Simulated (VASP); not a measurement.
# KBr (strained zincblende): a r²SCAN single-point calculation in VASP

INCAR

```
LWAVE = .FALSE.
ENCUT = 520
NELM = 120
LREAL = .FALSE.
LASPH = .TRUE.
ALGO = Normal
LCHARG = .FALSE.
ISIF = 2
IBRION = -1
NBANDS = 15
METAGGA = R2SCAN
NSW = 0
ISMEAR = 0
SIGMA = 0.01
PREC = Accurate
EDIFF = 1E-7
```

KPOINTS

```
KPOINTS created by Atomic Simulation Environment
0
Gamma
6 6 6
0 0 0
```

KPOINTS_OPT

```
special points
6
Reciprocal
0.0000000000 0.0000000000 0.0000000000 1
-0.5000000000 -0.5000000000 0.0000000000 1
-0.3750000000 -0.3750000000 0.2500000000 1
-0.3750000000 0.0000000000 0.3750000000 1
0.0000000000 0.0000000000 0.5000000000 1
-0.5000000000 -0.2500000000 0.2500000000 1
```

POSCAR

```
K  Br
 1.0000000000000000
     0.0000000000000000    3.7805067765000002    3.4939996361999999
     3.7805067765000002    0.0000000000000000    3.4939996361999999
     3.7805067765000002    3.7805067765000002    0.0000000000000000
 K   Br
   1   1
Cartesian
  0.0000000000000000  0.0000000000000000  0.0000000000000000
  1.8902533882500001  1.8902533882500001  1.7469998180999999
```

VASP ran with the recommended PBE PAW datasets (16 valence electrons in the cell).

Command

```
mpirun -np 1 vasp_std
```

OSZICAR

```
N       E                     dE             d eps       ncg     rms          rms(c)
DAV:   1     0.814349566619E+02    0.81435E+02   -0.66143E+03   900   0.915E+02
DAV:   2    -0.185440845647E+02   -0.99979E+02   -0.92558E+02  1152   0.225E+02
DAV:   3    -0.265156697693E+02   -0.79716E+01   -0.79282E+01  1250   0.545E+01
DAV:   4    -0.269450023901E+02   -0.42933E+00   -0.42916E+00  1492   0.109E+01
DAV:   5    -0.269481392127E+02   -0.31368E-02   -0.31368E-02  1208   0.113E+00    0.300E+00
DAV:   6    -0.229760753549E+02    0.39721E+01   -0.11306E+00  1385   0.855E+00    0.176E+00
DAV:   7    -0.229293629681E+02    0.46712E-01   -0.29616E-01  1229   0.275E+00    0.909E-01
DAV:   8    -0.229499298077E+02   -0.20567E-01   -0.15301E-02  1061   0.923E-01    0.453E-01
DAV:   9    -0.229659134260E+02   -0.15984E-01   -0.10008E-02  1012   0.805E-01    0.167E-01
DAV:  10    -0.229663775135E+02   -0.46409E-03   -0.27632E-04  1293   0.103E-01    0.887E-02
DAV:  11    -0.229673432872E+02   -0.96577E-03   -0.73702E-04   928   0.186E-01    0.131E-02
DAV:  12    -0.229673587585E+02   -0.15471E-04   -0.17116E-05  1278   0.237E-02    0.537E-03
DAV:  13    -0.229673648730E+02   -0.61146E-05   -0.62141E-06   942   0.156E-02    0.198E-03
DAV:  14    -0.229673649479E+02   -0.74862E-07   -0.17879E-07  1257   0.314E-03
   1 F= -.22967365E+02 E0= -.22967365E+02  d E =-.402357E-79
       N       E                     dE             ncg
DAV:   1     0.329277657133E+03   -0.30348E+04      180
DAV:   2    -0.237867631431E+03   -0.56715E+03      229
DAV:   3    -0.278589884408E+03   -0.40722E+02      257
DAV:   4    -0.280981448425E+03   -0.23916E+01      286
DAV:   5    -0.280996287947E+03   -0.14840E-01      250
DAV:   6    -0.280996616659E+03   -0.32871E-03      262
DAV:   7    -0.280996619878E+03   -0.32192E-05      265
DAV:   8    -0.280996620009E+03   -0.13140E-06      223
DAV:   9    -0.280996620012E+03   -0.21807E-08      209
```

From OUTCAR

```
k-points           NKPTS =     30   k-points in BZ     NKDIM =     30   number of bands    NBANDS=     15

   NELECT =      16.0000    total number of electrons

   dimension x,y,z NGX =    40 NGY =   40 NGZ =   40
   dimension x,y,z NGXF=    80 NGYF=   80 NGZF=   80

  energy-cutoff  :      520.00
  volume of cell :       99.87
      direct lattice vectors                 reciprocal lattice vectors
     0.000000000  3.780506777  3.493999636    -0.132257401  0.132257401  0.143102476
     3.780506777  0.000000000  3.493999636     0.132257401 -0.132257401  0.143102476
     3.780506777  3.780506777  0.000000000     0.132257401  0.132257401 -0.143102476

 k-points in reciprocal lattice and weights: KPOINTS created by Atomic Simulation Env
   0.00000000  0.00000000  0.00000000       0.005
   0.16666667  0.00000000  0.00000000       0.037
   0.33333333  0.00000000  0.00000000       0.037
   0.50000000  0.00000000  0.00000000       0.019
   0.16666667  0.16666667  0.00000000       0.009
   0.33333333  0.16666667  0.00000000       0.037
   0.50000000  0.16666667  0.00000000       0.037
  -0.33333333  0.16666667  0.00000000       0.037
   ...

 E-fermi :  -3.3284

 k-point     1 :       0.0000    0.0000    0.0000
  band No.  band energies     occupation
      1     -32.4082      2.00000
      2     -15.8000      2.00000
      3     -15.1381      2.00000
      4     -15.1270      2.00000
      5     -15.1270      2.00000
      6      -3.5132      2.00000
      7      -3.5132      2.00000
      8      -3.4827      2.00000
      9       1.3489      0.00000
     10       5.5944      0.00000
     11       6.1046      0.00000
     12       6.7538      0.00000
     13       6.7538      0.00000
     14       7.0626      0.00000
     15       7.5462      0.00000

 k-point     2 :       0.1667    0.0000    0.0000
  band No.  band energies     occupation
      1     -32.4078      2.00000
      2     -15.8575      2.00000
      3     -15.1365      2.00000
      4     -15.1290      2.00000
      5     -15.0657      2.00000
      6      -3.6167      2.00000
      7      -3.5160      2.00000
      8      -3.4829      2.00000
      9       1.7794      0.00000
     10       5.3863      0.00000
     11       5.7338      0.00000
     12       6.4587      0.00000
     13       6.9008      0.00000
     14       7.2924      0.00000
     15       7.4968      0.00000

 k-point     3 :       0.3333    0.0000    0.0000
  band No.  band energies     occupation
      1     -32.4071      2.00000
      2     -15.9500      2.00000
      3     -15.1388      2.00000
      4     -15.1331      2.00000
      5     -14.9602      2.00000
      6      -3.7998      2.00000
      7      -3.5220      2.00000
      8      -3.4676      2.00000
      9       2.7564      0.00000
     10       5.0484      0.00000
     11       5.2399      0.00000
     12       5.6055      0.00000
     13       6.8988      0.00000
     14       7.1192      0.00000
     15       7.2087      0.00000

 k-point     4 :       0.5000    0.0000    0.0000
  band No.  band energies     occupation
      1     -32.4067      2.00000
      2     -15.9892      2.00000
      3     -15.1401      2.00000
      4     -15.1352      2.00000
      5     -14.9146      2.00000
      6      -3.8761      2.00000
      7      -3.5253      2.00000
      8      -3.4602      2.00000
      9       3.6828      0.00000
     10       4.0135      0.00000
     11       5.2317      0.00000
     12       5.5927      0.00000
     13       6.8045      0.00000
     14       7.0635      0.00000
     15       7.5671      0.00000

 k-point     5 :       0.1667    0.1667    0.0000
  band No.  band energies     occupation
      1     -32.4076      2.00000
      2     -15.8672      2.00000
      3     -15.1316      2.00000
      4     -15.1316      2.00000
      5     -15.0590      2.00000
      6      -3.6207      2.00000
      7      -3.5248      2.00000
      8      -3.5248      2.00000
      9       1.9788      0.00000
     10       5.2474      0.00000
     11       5.8629      0.00000
     12       6.9098      0.00000
     13       6.9998      0.00000
     14       6.9998      0.00000
     15       7.3937      0.00000

 k-point     6 :       0.3333    0.1667    0.0000
  band No.  band energies     occupation
      1     -32.4070      2.00000
      2     -15.9401      2.00000
      3     -15.1385      2.00000
      4     -15.1360      2.00000
      5     -14.9704      2.00000
      6      -3.7618      2.00000
      7      -3.5330      2.00000
      8      -3.5224      2.00000
      9       2.7687      0.00000
     10       4.7497      0.00000
     11       5.7952      0.00000
     12       5.8042      0.00000
     13       6.9413      0.00000
     14       7.1604      0.00000
     15       7.4132      0.00000

 k-point     7 :       0.5000    0.1667    0.0000
  band No.  band energies     occupation
      1     -32.4065      2.00000
      2     -15.9945      2.00000
      3     -15.1460      2.00000
      4     -15.1378      2.00000
      5     -14.9016      2.00000
      6      -3.8324      2.00000
      7      -3.5365      2.00000
      8      -3.5327      2.00000
      9       3.5870      0.00000
     10       4.1494      0.00000
     11       5.4230      0.00000
     12       5.5002      0.00000
     13       7.1374      0.00000
     14       7.1772      0.00000
     15       7.5331      0.00000

 k-point     8 :      -0.3333    0.1667    0.0000
  band No.  band energies     occupation
      1     -32.4067      2.00000
      2     -15.9877      2.00000
      3     -15.1488      2.00000
      4     -15.1352      2.00000
      5     -14.9073      2.00000
      6      -3.7954      2.00000
      7      -3.5437      2.00000
      8      -3.5238      2.00000
      9       3.2109      0.00000
     10       4.4673      0.00000
     11       5.1743      0.00000
     12       5.5648      0.00000
     13       7.2665      0.00000
     14       7.2929      0.00000
     15       7.4651      0.00000

 k-point     9 :      -0.1667    0.1667    0.0000
  band No.  band energies     occupation
      1     -32.4074      2.00000
      2     -15.9241      2.00000
      3     -15.1451      2.00000
      4     -15.1308      2.00000
      5     -14.9833      2.00000
      6      -3.6993      2.00000
      7      -3.5152      2.00000
      8      -3.5113      2.00000
      9       2.3314      0.00000
     10       5.0833      0.00000
     11       5.1661      0.00000
     12       6.0109      0.00000
     13       7.2916      0.00000
     14       7.4337      0.00000
     15       7.6542      0.00000

 k-point    10 :       0.3333    0.3333    0.0000
  band No.  band energies     occupation
      1     -32.4065      2.00000
      2     -15.9704      2.00000
      3     -15.1409      2.00000
      4     -15.1409      2.00000
      5     -14.9324      2.00000
      6      -3.8128      2.00000
      7      -3.5453      2.00000
      8      -3.5453      2.00000
      9       3.0861      0.00000
     10       4.3401      0.00000
     11       5.8461      0.00000
     12       6.5938      0.00000
     13       6.8581      0.00000
     14       6.8581      0.00000
     15       7.9291      0.00000

 k-point    11 :       0.5000    0.3333    0.0000
  band No.  band energies     occupation
      1     -32.4062      2.00000
      2     -16.0064      2.00000
      3     -15.1483      2.00000
      4     -15.1429      2.00000
      5     -14.8840      2.00000
      6      -3.8272      2.00000
      7      -3.5890      2.00000
      8      -3.5471      2.00000
      9       3.2631      0.00000
     10       4.2916      0.00000
     11       5.9094      0.00000
     12       6.1854      0.00000
     13       7.0637      0.00000
     14       7.2399      0.00000
     15       7.5654      0.00000

 k-point    12 :      -0.3333    0.3333    0.0000
  band No.  band energies     occupation
      1     -32.4063      2.00000
      2     -16.0140      2.00000
      3     -15.1544      2.00000
      4     -15.1401      2.00000
      5     -14.8703      2.00000
      6      -3.7287      2.00000
      7      -3.6841      2.00000
      8      -3.5366      2.00000
      9       3.3946      0.00000
     10       4.2775      0.00000
     11       5.5654      0.00000
     12       5.7716      0.00000
     13       7.2746      0.00000
     14       7.3775      0.00000
     15       7.6038      0.00000

 k-point    13 :       0.5000    0.5000    0.0000
  band No.  band energies     occupation
      1     -32.4060      2.00000
      2     -16.0128      2.00000
      3     -15.1455      2.00000
      4     -15.1455      2.00000
      5     -14.8786      2.00000
      6      -3.8780      2.00000
      7      -3.5541      2.00000
      8      -3.5541      2.00000
      9       3.1178      0.00000
     10       4.2711      0.00000
     11       6.7007      0.00000
     12       6.7007      0.00000
     13       6.7397      0.00000
     14       7.1388      0.00000
     15       7.2161      0.00000

 ...

  Total        0.0127327      0.0127327      0.0010674      0.0000000     -0.0000000      0.0000000
  in kB        0.2042576      0.2042576      0.0171236      0.0000000     -0.0000000      0.0000000
  external PRESSURE =       0.1418796 kB  Pullay stress =       0.0000000 kB

 POSITION                                       TOTAL-FORCE (eV/Angst)
 -----------------------------------------------------------------------------------
      0.00000      0.00000      0.00000        -0.000000     -0.000000     -0.000000
      1.89025      1.89025      1.74700         0.000000      0.000000      0.000000
 -----------------------------------------------------------------------------------
    total drift:                               -0.000000     -0.000000      0.000000

  FREE ENERGIE OF THE ION-ELECTRON SYSTEM (eV)
  ---------------------------------------------------
  free  energy   TOTEN  =       -22.9673649479 eV

  energy  without entropy=      -22.9673649479  energy(sigma->0) =      -22.96736495
```

The gap between bands v and c is 4.81 eV. The least direct gap is 4.83 eV and the pressure is 0.0 GPa.

Band v is the last that the valence electrons fill when counted band by band, and c is the next.

The run took about 2.5 min on one core of a shared host (Intel Xeon Platinum 8488C) and held 0.27 GiB at most.
